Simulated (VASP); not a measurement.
# SrO (strained rocksalt): a r²SCAN single-point calculation in VASP

INCAR

```
SIGMA = 0.01
NELM = 120
LASPH = .TRUE.
LCHARG = .FALSE.
NBANDS = 15
LREAL = .FALSE.
IBRION = -1
ISMEAR = 0
ENCUT = 520
EDIFF = 1E-7
LWAVE = .FALSE.
ALGO = Normal
ISIF = 2
NSW = 0
PREC = Accurate
METAGGA = R2SCAN
```

KPOINTS

```
KPOINTS created by Atomic Simulation Environment
0
Gamma
8 8 8
0 0 0
```

KPOINTS_OPT

```
special points
7
Reciprocal
0.0000000000 0.0000000000 0.0000000000 1
0.5000000000 0.0000000000 0.5000000000 1
0.6250000000 0.2500000000 0.6250000000 1
0.3750000000 0.3750000000 0.7500000000 1
0.5000000000 0.5000000000 0.5000000000 1
0.5000000000 0.2500000000 0.7500000000 1
0.0000000000 0.5000000000 0.5000000000 1
```

POSCAR

```
Sr O
 1.0000000000000000
     0.0000000000000000    2.5024955561000000    2.5024955561000000
     2.5024955561000000    0.0000000000000000    2.5024955561000000
     2.5024955561000000    2.5024955561000000    0.0000000000000000
 Sr  O
   1   1
Cartesian
  0.0000000000000000  0.0000000000000000  0.0000000000000000
  2.5024955561000000  2.5024955561000000  2.5024955561000000
```

VASP ran with the recommended PBE PAW datasets (16 valence electrons in the cell).

Command

```
mpirun -np 1 vasp_std
```

OSZICAR

```
N       E                     dE             d eps       ncg     rms          rms(c)
DAV:   1     0.515866741279E+02    0.51587E+02   -0.88937E+03   870   0.108E+03
DAV:   2    -0.312924285713E+02   -0.82879E+02   -0.76959E+02  1186   0.233E+02
DAV:   3    -0.346291515730E+02   -0.33367E+01   -0.33183E+01  1135   0.412E+01
DAV:   4    -0.346817543600E+02   -0.52603E-01   -0.52595E-01  1054   0.513E+00
DAV:   5    -0.346827628355E+02   -0.10085E-02   -0.10085E-02  1084   0.536E-01    0.191E+01
DAV:   6    -0.268262306416E+02    0.78565E+01   -0.43984E+00  1206   0.177E+01    0.178E+01
DAV:   7    -0.269392974370E+02   -0.11307E+00   -0.21230E-01   884   0.420E+00    0.991E+00
DAV:   8    -0.269554386250E+02   -0.16141E-01   -0.83647E-02   884   0.309E+00    0.103E+00
DAV:   9    -0.269499413695E+02    0.54973E-02   -0.16992E-02  1066   0.127E+00    0.292E-01
DAV:  10    -0.269502825608E+02   -0.34119E-03   -0.13861E-03   940   0.371E-01    0.132E-01
DAV:  11    -0.269504703482E+02   -0.18779E-03   -0.22357E-04   891   0.161E-01    0.903E-02
DAV:  12    -0.269504579410E+02    0.12407E-04   -0.38213E-05  1052   0.589E-02    0.192E-02
DAV:  13    -0.269504578296E+02    0.11141E-06   -0.34674E-06  1129   0.194E-02    0.155E-02
DAV:  14    -0.269504574525E+02    0.37703E-06   -0.49223E-07  1088   0.712E-03    0.391E-03
DAV:  15    -0.269504572415E+02    0.21105E-06   -0.55765E-08   722   0.280E-03    0.358E-04
DAV:  16    -0.269504572256E+02    0.15867E-07   -0.12101E-08   463   0.815E-04
   1 F= -.26950457E+02 E0= -.26950457E+02  d E =-.414036-129
       N       E                     dE             ncg
DAV:   1    -0.158778058845E+02   -0.44209E+04      210
DAV:   2    -0.570974273822E+03   -0.55510E+03      280
DAV:   3    -0.593587434761E+03   -0.22613E+02      312
DAV:   4    -0.593994192364E+03   -0.40676E+00      239
DAV:   5    -0.594003208476E+03   -0.90161E-02      280
DAV:   6    -0.594003482260E+03   -0.27378E-03      246
DAV:   7    -0.594003489755E+03   -0.74944E-05      257
DAV:   8    -0.594003489966E+03   -0.21094E-06      177
DAV:   9    -0.594003489970E+03   -0.46593E-08      182
```

From OUTCAR

```
k-points           NKPTS =     29   k-points in BZ     NKDIM =     29   number of bands    NBANDS=     15

   NELECT =      16.0000    total number of electrons

   dimension x,y,z NGX =    28 NGY =   28 NGZ =   28
   dimension x,y,z NGXF=    56 NGYF=   56 NGZF=   56

  energy-cutoff  :      520.00
  volume of cell :       31.34
      direct lattice vectors                 reciprocal lattice vectors
     0.000000000  2.502495556  2.502495556    -0.199800555  0.199800555  0.199800555
     2.502495556  0.000000000  2.502495556     0.199800555 -0.199800555  0.199800555
     2.502495556  2.502495556  0.000000000     0.199800555  0.199800555 -0.199800555

 k-points in reciprocal lattice and weights: KPOINTS created by Atomic Simulation Env
   0.00000000  0.00000000  0.00000000       0.002
   0.12500000  0.00000000  0.00000000       0.016
   0.25000000  0.00000000  0.00000000       0.016
   0.37500000  0.00000000  0.00000000       0.016
   0.50000000  0.00000000  0.00000000       0.008
   0.12500000  0.12500000  0.00000000       0.012
   0.25000000  0.12500000  0.00000000       0.047
   0.37500000  0.12500000  0.00000000       0.047
   ...

 E-fermi :   1.9094

 k-point     1 :       0.0000    0.0000    0.0000
  band No.  band energies     occupation
      1     -31.4582      2.00000
      2     -14.3867      2.00000
      3     -12.3817      2.00000
      4     -12.3817      2.00000
      5     -12.3817      2.00000
      6       1.7398      2.00000
      7       1.7398      2.00000
      8       1.7398      2.00000
      9       7.0397      0.00000
     10       8.6922      0.00000
     11       8.6922      0.00000
     12       8.6922      0.00000
     13      11.2045      0.00000
     14      11.2045      0.00000
     15      15.4595      0.00000

 k-point     2 :       0.1250    0.0000    0.0000
  band No.  band energies     occupation
      1     -31.4295      2.00000
      2     -14.7006      2.00000
      3     -12.3953      2.00000
      4     -12.3953      2.00000
      5     -12.1347      2.00000
      6       1.2923      2.00000
      7       1.5136      2.00000
      8       1.5136      2.00000
      9       7.7530      0.00000
     10       8.5297      0.00000
     11       9.0342      0.00000
     12       9.0342      0.00000
     13      11.6787      0.00000
     14      11.6787      0.00000
     15      16.5717      0.00000

 k-point     3 :       0.2500    0.0000    0.0000
  band No.  band energies     occupation
      1     -31.3593      2.00000
      2     -15.2850      2.00000
      3     -12.4276      2.00000
      4     -12.4276      2.00000
      5     -11.7126      2.00000
      6       0.4302      2.00000
      7       1.0263      2.00000
      8       1.0263      2.00000
      9       8.5060      0.00000
     10       9.3491      0.00000
     11       9.9673      0.00000
     12       9.9673      0.00000
     13      12.8581      0.00000
     14      12.8581      0.00000
     15      18.8545      0.00000

 k-point     4 :       0.3750    0.0000    0.0000
  band No.  band energies     occupation
      1     -31.2876      2.00000
      2     -15.7561      2.00000
      3     -12.4592      2.00000
      4     -12.4592      2.00000
      5     -11.4047      2.00000
      6      -0.2721      2.00000
      7       0.6006      2.00000
      8       0.6006      2.00000
      9       8.9086      0.00000
     10      10.8975      0.00000
     11      11.1257      0.00000
     12      11.1257      0.00000
     13      14.2948      0.00000
     14      14.2948      0.00000
     15      19.2321      0.00000

 k-point     5 :       0.5000    0.0000    0.0000
  band No.  band energies     occupation
      1     -31.2574      2.00000
      2     -15.9322      2.00000
      3     -12.4721      2.00000
      4     -12.4721      2.00000
      5     -11.2961      2.00000
      6      -0.5346      2.00000
      7       0.4381      2.00000
      8       0.4381      2.00000
      9       9.2162      0.00000
     10      11.5167      0.00000
     11      11.7046      0.00000
     12      11.7046      0.00000
     13      15.2416      0.00000
     14      15.2416      0.00000
     15      18.8306      0.00000

 k-point     6 :       0.1250    0.1250    0.0000
  band No.  band energies     occupation
      1     -31.4202      2.00000
      2     -14.7359      2.00000
      3     -12.4516      2.00000
      4     -12.4516      2.00000
      5     -12.0479      2.00000
      6       0.9220      2.00000
      7       1.6726      2.00000
      8       1.6726      2.00000
      9       7.8130      0.00000
     10       7.9240      0.00000
     11       9.4337      0.00000
     12       9.4337      0.00000
     13      11.4404      0.00000
     14      12.1748      0.00000
     15      16.8956      0.00000

 k-point     7 :       0.2500    0.1250    0.0000
  band No.  band energies     occupation
      1     -31.3643      2.00000
      2     -15.1146      2.00000
      3     -12.5140      2.00000
      4     -12.4877      2.00000
      5     -11.8284      2.00000
      6       0.3982      2.00000
      7       1.3325      2.00000
      8       1.4321      2.00000
      9       7.6255      0.00000
     10       8.8624      0.00000
     11      10.2329      0.00000
     12      10.3691      0.00000
     13      12.1271      0.00000
     14      13.1752      0.00000
     15      18.8023      0.00000

 k-point     8 :       0.3750    0.1250    0.0000
  band No.  band energies     occupation
      1     -31.2935      2.00000
      2     -15.5428      2.00000
      3     -12.5462      2.00000
      4     -12.5372      2.00000
      5     -11.6260      2.00000
      6       0.0265      2.00000
      7       0.7915      2.00000
      8       0.9882      2.00000
      9       8.0581      0.00000
     10      10.0745      0.00000
     11      11.3917      0.00000
     12      11.4493      0.00000
     13      13.5341      0.00000
     14      14.2259      0.00000
     15      19.4213      0.00000

 k-point     9 :       0.5000    0.1250    0.0000
  band No.  band energies     occupation
      1     -31.2494      2.00000
      2     -15.7885      2.00000
      3     -12.6160      2.00000
      4     -12.5300      2.00000
      5     -11.4910      2.00000
      6      -0.2204      2.00000
      7       0.5950      2.00000
      8       0.6203      2.00000
      9       8.9261      0.00000
     10      10.3038      0.00000
     11      11.9434      0.00000
     12      12.5348      0.00000
     13      14.9369      0.00000
     14      15.2500      0.00000
     15      18.0509      0.00000

 k-point    10 :      -0.3750    0.1250    0.0000
  band No.  band energies     occupation
      1     -31.2592      2.00000
      2     -15.7517      2.00000
      3     -12.6679      2.00000
      4     -12.4747      2.00000
      5     -11.4657      2.00000
      6      -0.2455      2.00000
      7       0.5003      2.00000
      8       0.8286      2.00000
      9       8.9980      0.00000
     10      10.2815      0.00000
     11      11.3284      0.00000
     12      12.2620      0.00000
     13      14.8157      0.00000
     14      15.1009      0.00000
     15      18.1630      0.00000

 k-point    11 :      -0.2500    0.1250    0.0000
  band No.  band energies     occupation
      1     -31.3168      2.00000
      2     -15.4537      2.00000
      3     -12.6421      2.00000
      4     -12.4121      2.00000
      5     -11.5891      2.00000
      6       0.0782      2.00000
      7       0.6779      2.00000
      8       1.2637      2.00000
      9       8.3816      0.00000
     10       9.7489      0.00000
     11      10.1718      0.00000
     12      11.2373      0.00000
     13      13.4069      0.00000
     14      13.8404      0.00000
     15      19.6501      0.00000

 k-point    12 :      -0.1250    0.1250    0.0000
  band No.  band energies     occupation
      1     -31.3872      2.00000
      2     -15.0263      2.00000
      3     -12.5290      2.00000
      4     -12.3788      2.00000
      5     -11.8598      2.00000
      6       0.6851      2.00000
      7       1.0840      2.00000
      8       1.5826      2.00000
      9       8.2252      0.00000
     10       8.5533      0.00000
     11       9.2962      0.00000
     12      10.0849      0.00000
     13      12.0993      0.00000
     14      12.6415      0.00000
     15      18.0611      0.00000

 k-point    13 :       0.2500    0.2500    0.0000
  band No.  band energies     occupation
      1     -31.3290      2.00000
      2     -15.0750      2.00000
      3     -12.6181      2.00000
      4     -12.6181      2.00000
      5     -12.0052      2.00000
      6       0.3171      2.00000
      7       1.6170      2.00000
      8       1.6170      2.00000
      9       6.6520      0.00000
     10       9.0768      0.00000
     11      11.2629      0.00000
     12      11.2629      0.00000
     13      12.0748      0.00000
     14      13.6627      0.00000
     15      20.0880      0.00000

 ...

  Total        2.2108746      2.2108746      2.2108746      0.0000000      0.0000000      0.0000000
  in kB      113.0120509    113.0120509    113.0120509      0.0000000      0.0000000      0.0000000
  external PRESSURE =     113.0120509 kB  Pullay stress =       0.0000000 kB

 POSITION                                       TOTAL-FORCE (eV/Angst)
 -----------------------------------------------------------------------------------
      0.00000      0.00000      0.00000         0.000000      0.000000     -0.000000
      2.50250      2.50250      2.50250        -0.000000     -0.000000      0.000000
 -----------------------------------------------------------------------------------
    total drift:                                0.000000      0.000000      0.000000

  FREE ENERGIE OF THE ION-ELECTRON SYSTEM (eV)
  ---------------------------------------------------
  free  energy   TOTEN  =       -26.9504572256 eV

  energy  without entropy=      -26.9504572256  energy(sigma->0) =      -26.95045723
```

- gap between bands v and c: 3.68 eV
- least direct gap: 3.70 eV
- pressure: 11.3 GPa

Band v is the last that the valence electrons fill when counted band by band, and c is the next.

The run took about 50 s on one core of a shared host (Intel Xeon Platinum 8488C) and held 0.18 GiB at most.
